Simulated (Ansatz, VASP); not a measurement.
## WC: VASP beside Ansatz

File INCAR:

```
PREC = Accurate ; ENCUT = 600
EDIFF = 1E-6 ; ISMEAR = -1
SIGMA = 0.05 ; LREAL = F
LASPH = T ; NELM = 150
ALGO = Normal ; ISIF = 3
LWAVE = F ; LCHARG = F
LMAXMIX = 4 ; LDAU = T
LDAUTYPE = 2 ; LDAUL = 2 -1
LDAUU = 5 0 ; LDAUJ = 0 0
LDAUPRINT = 1 ; GGA = PS
IBRION = 2 ; NSW = 60
EDIFFG = -0.01
```

Contents of KPOINTS:

```
regular mesh
0
Gamma
  10 10 10
```

File POSCAR:

```
WC
1.0
    0.0000000000      2.1926840000      2.1926840000
    2.1926840000      0.0000000000      2.1926840000
    2.1926840000      2.1926840000      0.0000000000
W C
1 1
Direct
    0.0000000000      0.0000000000      0.0000000000
    0.5000000000      0.5000000000      0.5000000000
```

Contents of input.yaml:

```yaml
crystal:
  lattice:
    - [0.0, 2.192684, 2.192684]
    - [2.192684, 0.0, 2.192684]
    - [2.192684, 2.192684, 0.0]
  atoms:
    - { symbol: W, position: [0.0, 0.0, 0.0] }
    - { symbol: C, position: [0.5, 0.5, 0.5] }
hamiltonian:
  xc: pbesol
  pseudopotentials: { kind: paw }
  hubbard: { sites: [{ species: W, l: d, u_eff: 5.0 }] }
kpoints:
  mp_grid: { grid: [10, 10, 10] }
scf:
  occupations: { method: fermi_dirac, width: 0.05 }
output:
  forces: true
  stress: true
  eigenvalues: true
relax:
  f_tol: 0.01
  max_steps: 40
  cell: { stress_tol: 0.05 }
```

Measurements of this composition are mostly on another form, of space group No. 187.

Alike in both runs: task relaxation of cell and atoms; functional PBEsol; k mesh 10 × 10 × 10; occupations fermi-dirac, width 0.05 eV; no spin polarisation; Hubbard terms W d U = 5.0 eV.

|  | VASP | Ansatz |
| --- | --- | --- |
| version | VASP 6.6.1 | Ansatz 0.2.0 |
| potentials or method | VASP PAW PBE potentials, release 64 (W_sv, C) | Ansatz PAW |
| plane-wave cutoff (eV) | 600 | 420 |
| valence electrons in the cell | 18 | 18 |

|  | VASP | Ansatz | Ansatz less VASP |
| --- | --- | --- | --- |
| gap on the k mesh at the Fermi level, each at its own relaxed structure (eV) | none | none | - |
| relaxed volume (Å³/atom) | 10.55 | 10.27 | -0.277 |
| relaxed cell length with the largest relative difference (Å) | 3.102 | 3.074 | -0.0274 |
| energy change over the relaxation (meV/atom) | 0 | -8 | -8.1 |

The programs project onto different local orbitals, so the same U acts differently. A gap of «none» marks a metal or a gap that the smearing closes.

Caveats: the U is typed as a test and isn't derived for this compound; the bands computed are all filled at some k points, so no gap is given (VASP); the PAW data sets were made with another functional, which shifts forces and pressure a little (VASP); the plane-wave basis is chosen anew once the cell has moved, so the energies of steps on either side of that aren't comparable (Ansatz); the pressure holds a Pulay correction of +0.3 GPa for the finite cutoff (Ansatz); U without spin polarisation on a metal has little footing (Ansatz); the PAW data sets come from PBE, with cores solved anew for the run's functional, which leaves a small shift of forces and pressure (Ansatz). The runs have no spin-orbit coupling, so splittings on W are missing.
